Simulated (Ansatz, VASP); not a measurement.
**Cu4O in VASP and in Ansatz**

```
CELL_PARAMETERS angstrom
-2.52446 2.52446 2.52446
2.52446 -2.52446 2.52446
2.52446 2.52446 -2.52446
ATOMIC_POSITIONS crystal
Cu 0.00000 0.00000 0.50000
Cu 0.00000 0.50000 0.00000
Cu 0.50000 0.00000 0.00000
Cu 0.50000 0.50000 0.50000
O 0.00000 0.00000 0.00000
```

Change from the starting cell: species swapped into the CrGa4 type (Im-3m, No. 229).

Alike in both runs: functional PBE; k mesh 10 × 10 × 10; occupations gaussian, width 0.1 eV; no spin polarisation.

Ansatz relaxed the structure, and its values are those at the end. VASP's run is a single point on that final structure, the one shown.

|  | VASP | Ansatz |
| --- | --- | --- |
| version | VASP 6.6.1 | Ansatz 0.2.0 |
| potentials or method | VASP PAW PBE potentials, release 64 (Cu, O) | scalar-relativistic, plane waves, PAW |
| plane-wave cutoff (eV) | 520 | 420 |
| valence electrons in the cell | 50 | 82 |

Ansatz gave:

```
gap on the k mesh at the Fermi level (eV) : none
pressure (GPa)                            : 0.0
```

Question: Estimate VASP's values.

Answer: gap on the k mesh at the Fermi level (eV): none; pressure (GPa): 0.3.

A gap of «none» marks a metal or a gap that the smearing closes. With one functional, cell and mesh, what is left measures potentials, basis and numerics. The two sets of potentials don't hold the same shells in valence.

Caveats: the run has no spin polarisation, though such a crystal can be magnetic; semilocal functionals often make such compounds metallic where correlation or magnetic order opens a gap, which also shifts bond lengths.
